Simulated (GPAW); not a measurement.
A run of GPAW 26.7.0:

run.py

```python
from ase import Atoms
from ase.dft.bandgap import bandgap
from ase.io import write
from ase.units import GPa
from gpaw import GPAW, PW

atoms = Atoms(['Se', 'Se', 'Se'],
              cell=[[4.3662, 0.0, 0.0],
                    [-2.1831, 3.781240118, 0.0],
                    [0.0, 0.0, 4.9536]],
              scaled_positions=[[0.7746, 0.7746, 0.0],
                                [0.0, 0.2254, 0.6666666667],
                                [0.2254, 0.0, 0.3333333333]],
              pbc=True)

calc = GPAW(mode=PW(600),
            xc='PBE',
            kpts={'size': (7, 7, 6), 'gamma': True},
            occupations={'name': 'fermi-dirac', 'width': 0.05},
            nbands=19,
            convergence={'density': 1e-05, 'energy': 1e-05},
            maxiter=150,
            txt='gpaw.txt')
atoms.calc = calc
energy = atoms.get_potential_energy()
forces = atoms.get_forces()
stress = atoms.get_stress()
calc.write('gs.gpw')
write('result.traj', atoms)
print(f'Energy: {energy:.6f} eV')
print('Forces (eV/A):')
print(forces.round(4))
print('Stress (GPa):', (stress / GPa).round(3))
print('Fermi level:', round(calc.get_fermi_level(), 4), 'eV')
print(f'Gap: {bandgap(calc)[0]:.4f} eV, direct: {bandgap(calc, direct=True)[0]:.4f} eV')
```

Potentials or basis: GPAW PAW data sets (gpaw-data 1.2.1), pw.

Run with:

```sh
$ OMP_NUM_THREADS=1 python run.py
```

Hardware: 1 thread of Arm Neoverse V2, with other jobs on the host.

**Question.** How long does it take, and how much memory?

**Answer.** Run time: 59 s on 1 thread of Arm Neoverse V2, with other jobs on the host, peak memory 0.26 GiB. Counts: scf iterations 10, plane waves 2756, bands 19, k points 88.
